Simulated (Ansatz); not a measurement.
Ru: from a trial structure to a relaxed crystal

Level of theory: Ansatz, DFT PBE, scalar-relativistic, plane waves, PAW. Cutoff 420 eV, Γ-centred k mesh, Gaussian smearing, no spin polarisation in the final step.

The start puts Ru on the sites of a reported Hg cell (P2_1/c, No. 14), at a guessed volume.

```xyz
6
Lattice="4.4462 0.0000 0.0000 0.0000 4.8327 0.0000 -1.9944 0.0000 4.3966" Properties=species:S:1:pos:R:3 pbc="T T T"
Ru    0.0000    0.0000    0.0000
Ru   -0.9972    2.4163    2.1983
Ru    1.3611    1.7398    1.1651
Ru    2.0879    4.1561    1.0332
Ru    1.0907    3.0929    3.2315
Ru    0.3639    0.6766    3.3634
```

Steps on the 4×4×4 mesh (6 atoms). 8 of 10 steps are shown, and the free energy counts from the last. Trial steps that were taken back and renewals of the plane-wave basis can be among the rows.

| step | ΔF (meV/atom) | V (Å³/atom) | P (GPa) | largest force component (eV/Å) |
| --- | --- | --- | --- | --- |
| 1 | 643.6 | 15.75 | 9.61 | 1.317 |
| 2 | 373.0 | 15.85 | -4.03 | 1.364 |
| 3 | 155.9 | 15.66 | -11.03 | 0.805 |
| 4 | 23.0 | 14.63 | -1.48 | 0.580 |
| 5 | 1.8 | 14.42 | 0.29 | 0.106 |
| 6 | -0.2 | 14.47 | 0.26 | 0.022 |
| 8 | 0.0 | 14.48 | 0.20 | 0.009 |
| 10 | 0.0 | 14.49 | 0.02 | 0.003 |

A final relaxation ran on a 10×10×8 mesh. The relaxed crystal, Cmce (No. 64):

```cif
data_structure
_symmetry_space_group_name_H-M 'Cmce'
_symmetry_Int_Tables_number 64
_cell_length_a 4.3291
_cell_length_b 8.6502
_cell_length_c 4.6477
_cell_angle_alpha 90.000
_cell_angle_beta 90.000
_cell_angle_gamma 90.000
_cell_volume 174.04
loop_
_atom_site_label
_atom_site_type_symbol
_atom_site_symmetry_multiplicity
_atom_site_Wyckoff_symbol
_atom_site_fract_x
_atom_site_fract_y
_atom_site_fract_z
_atom_site_occupancy
Ru1 Ru 4 a 0.00000 0.00000 0.00000 1
Ru2 Ru 8 f 0.50000 0.68391 0.57142 1
```

| Property | Result |
| --- | --- |
| Volume per atom | 14.50 Å³ |
| Density | 11.57 g/cm³ |
| Energy over the standard structure | 0.44 eV/atom |
| Gap on the 10×10×8 mesh | 0 eV (a metal) |

Energies count from the standard state of Ru at the same level.

The final run used a 10×10×8 mesh on its 6-atom cell and 0.10 eV smearing. The k mesh leaves about 4 meV/atom of noise in metals.

Symmetry constrained the relaxation, so the result can be a saddle point.